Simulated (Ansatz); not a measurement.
A run of Ansatz 0.2.0:

Contents of input.yaml:

```yaml
crystal:
  lattice:
    - [-1.72585, 1.72585, 5.84]
    - [1.72585, -1.72585, 5.84]
    - [1.72585, 1.72585, -5.84]
  atoms:
    - { symbol: Nb, position: [0.5, 0.0, 0.5] }
    - { symbol: Nb, position: [0.75, 0.75, 0.0] }
    - { symbol: As, position: [0.916, 0.416, 0.5] }
    - { symbol: As, position: [0.166, 0.166, 0.0] }
hamiltonian:
  xc: hse06
  pseudopotentials: { kind: paw }
kpoints:
  mp_grid: { grid: [6, 6, 6] }
  band_path:
    path:
      - [[0.0, 0.0, 0.0], [-0.5, 0.5, 0.0], [-0.5, 0.5, -0.0436667032], [-0.2718333516, 0.2718333516, -0.2718333516], [0.0, 0.0, 0.0], [0.5, 0.5, -0.5], [0.2718333516, 0.7281666484, -0.7281666484], [0.0, 0.5, -0.5], [-0.25, 0.75, -0.25], [0.0436667032, 0.9563332968, -0.5], [0.5, 0.5, -0.5]]
      - [[-0.5, 0.5, 0.0], [-0.25, 0.75, -0.25]]
    npoints: 4
scf:
  occupations: { method: fermi_dirac, width: 0.05 }
  n_extra_bands: 10
output:
  forces: true
  stress: true
  eigenvalues: true
  fatbands: false
  write_density: true
  write_potential: true
  elf: true
  volumetric_format: npy
```

Potentials or basis: Ansatz PAW.

Run with:

```console
$ ansatz run input.yaml --threads 2 --pin off --max-ram 5632MiB --backend cpu --events-out ev --progress --plain --runs-dir out
```

Hardware: 2 threads of Intel(R) Xeon(R) Platinum 8488C (Sapphire Rapids), with other jobs on the host.

Problem. How long does it take, and how much memory?

Solution. Wall time 14 min on 2 threads of Intel(R) Xeon(R) Platinum 8488C (Sapphire Rapids), with other jobs on the host, peak memory 3.4 GiB. Counts: scf iterations 23, plane waves 1371, k points 30, bands 38.
